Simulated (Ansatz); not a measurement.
Zn vacancy in ZnS

Theory: Ansatz 0.2.0, DFT PBE, scalar-relativistic, plane waves, PAW. Settings: 420 eV cutoff, 2×2×2 k-mesh, shifted by half a step, Gaussian smearing of 0.01 eV, collinear spin.

Host crystal, relaxed:

```
Zn S
1.0
     0.00000    2.72115    2.72115
     2.72115    0.00000    2.72115
     2.72115    2.72115    0.00000
Zn S
1 1
Direct
  0.00000 0.00000 0.00000
  0.25000 0.25000 0.25000
```

Supercell of 32 atoms, rows in host cell vectors: 1 1 -3; -3 1 1; 1 1 1. Atoms relax at the host's cell from a start displaced at random by 0.05 Å near the defect, so other minima may exist. The cell is small, so energies carry finite-size errors of tenths of an eV. The host's Kohn–Sham gap is 2.02 eV.

Starting moments were lost in some runs.

Defect: Zn vacancy at (0.000, 0.000, 0.000) of the host cell, charge -2.

(1) Give the relaxed supercell.

Results:

(1)
```
Zn S
1.0
    -5.44231   -5.44231    5.44231
     5.44231   -5.44231   -5.44231
     5.44231    5.44231    5.44231
Zn S
15 16
Direct
  0.00951 0.49997 0.50205
  0.50214 0.25945 0.24990
  0.24991 0.25942 0.50207
  0.99778 0.24781 0.75724
  0.74997 0.49996 0.74989
  0.50215 0.50000 0.00939
  0.00950 0.75211 0.24990
  0.74997 0.99996 0.24990
  0.49052 0.99267 0.49042
  0.24998 0.99998 0.74991
  0.99775 0.00728 0.99772
  0.75729 0.24781 0.99774
  0.74268 0.74046 0.49038
  0.49049 0.74047 0.74258
  0.24993 0.75215 0.00937
  0.25001 0.74426 0.24990
  0.00080 0.74969 0.49962
  0.49431 0.49997 0.24990
  0.25000 0.49994 0.49418
  0.00025 0.49997 0.75094
  0.74889 0.74917 0.74880
  0.49967 0.74969 0.00068
  0.00024 0.00099 0.24989
  0.75104 0.25024 0.24991
  0.49967 0.25075 0.49961
  0.24996 0.25026 0.75099
  0.00568 0.25569 0.00563
  0.75104 0.49997 0.00017
  0.74891 0.99889 0.49912
  0.49920 0.99891 0.74884
  0.24995 0.00105 0.00019
```
Around the defect: 4 S at 2.30 Å. The run ended with a moment of 0.00 μB, which may not be the ground spin state.